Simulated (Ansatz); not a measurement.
# CuO under changes of volume

One of the cells (11.053 Å³/atom); the others are scaled copies at fixed shape and fractional positions:

```xyz
4
Lattice="1.9910 -2.1536 0.0000 1.9910 2.1536 0.0000 0.0000 0.0000 5.1559" Properties=species:S:1:pos:R:3 pbc="T T T"
Cu    0.9955   -1.0768    0.0000
Cu    0.9955    1.0768    2.5780
O     1.9910    0.0000    1.2890
O     1.9910    0.0000    3.8669
```

Measurements of this composition are mostly on another form, of space group No. 15.

| Quantity | Value |
| --- | --- |
| Program | Ansatz 0.2.0 |
| Functional | PBEsol |
| Potentials or basis | Ansatz PAW |
| Cutoff | 420 eV (not typed: the program's choice for these potentials) |
| k mesh | 9 × 9 × 5 |
| Occupations | fermi-dirac, width 0.05 eV |
| Spin | no spin polarisation |

```csv
volume (Å³/atom),energy over the lowest point (meV/atom),pressure (GPa)
10.390,3.34,4.4
10.611,0.00,0.5
10.832,1.75,-3.0
11.053,?,?
11.274,18.31,-8.8
11.496,32.15,-11.2
11.717,49.20,-13.4
```

**Question.** What does the run at 11.053 Å³/atom give?

**Answer.** Energy over the lowest point 8.01 meV/atom; pressure -6.0 GPa.

Worked out: A Birch-Murnaghan fit of order 3 (a polynomial in V^(-2/3)) to the other rows has its minimum at 10.64 Å³/atom with B0 = V·E''(V) = 174 GPa and B' = 4.7 at fixed shape and positions, which overstates the stiffness. It gives 8.01 meV/atom at 11.053 Å³/atom, against the run's 8.01, and -dE/dV = -6.0 GPa, against -6.0.

Energies are extrapolated to zero smearing.

Caveats: the run has no spin polarisation, though such a crystal can be magnetic; the PAW data sets come from PBE, with cores solved anew for the run's functional, which leaves a small shift of forces and pressure.
